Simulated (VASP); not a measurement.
Runs of VASP 6.6.1 on AlNi. The structure is cubic, space group Pm-3m (No. 221). Conventional cell: a = 2.881 Å, b = 2.881 Å, c = 2.881 Å, α = 90.00°, β = 90.00°, γ = 90.00°. Around Ni (site symmetry m-3m) lie 8 Al at 2.50 Å. Al (site symmetry m-3m) is surrounded by 8 Ni at 2.50 Å. 

```csv
task,level,potentials or basis,cell,k mesh,cutoff (eV),smearing,ladder,gap on the mesh (eV),pressure (GPa),moment (μB),V0 of scaled cells (Å³/atom),B0 (GPa)
single point,PBE,"VASP PAW PBE potentials, release 64 (Ni, Al)",as given,9 × 9 × 9,520,fermi-dirac 0.05 eV,-,none,1.9,0.00,-,-
single point,LDA,"VASP PAW LDA potentials, release 64 (Ni_pv, Al)",as given,9 × 9 × 9,520,gaussian 0.1 eV,-,none,(c),0.00,-,-
single point,PBEsol,"VASP PAW PBE potentials, release 64 (Ni, Al)",as given,9 × 9 × 9,520,fermi-dirac 0.05 eV,free,none,-3.2,0.00,-,-
equation of state,PBEsol,"VASP PAW PBE potentials, release 64 (Ni, Al)",as given,9 × 9 × 9,520,fermi-dirac 0.05 eV,free,-,-,-,11.73,(b)
relaxation of cell and atoms,PBEsol,"VASP PAW PBE potentials, release 64 (Ni, Al)",relaxed,8 × 8 × 8,600,fermi-dirac 0.05 eV,gaps,none,0.0,0.00,-,-
single point,PBE,"VASP PAW PBE potentials, release 54 (Ni, Al)",as given,9 × 9 × 9,520,gaussian 0.1 eV,-,none,2.0,0.00,-,-
equation of state,PBE,"VASP PAW PBE potentials, release 64 (Ni, Al)",as given,9 × 9 × 9,520,fermi-dirac 0.05 eV,-,-,-,-,12.10,(a)
```

Alike in all rows: spin collinear, ferromagnetic start.

Problem. Fill in the values left out.

Solution. (a) 159; (b) 173; (c) -9.4.

Caveats: the PAW data sets were made with another functional, which shifts forces and pressure a little (some runs).

A k mesh can miss the band edges.

A gap of «none» marks a metal or a gap under the smearing width.

Not every run made on this cell is shown here.
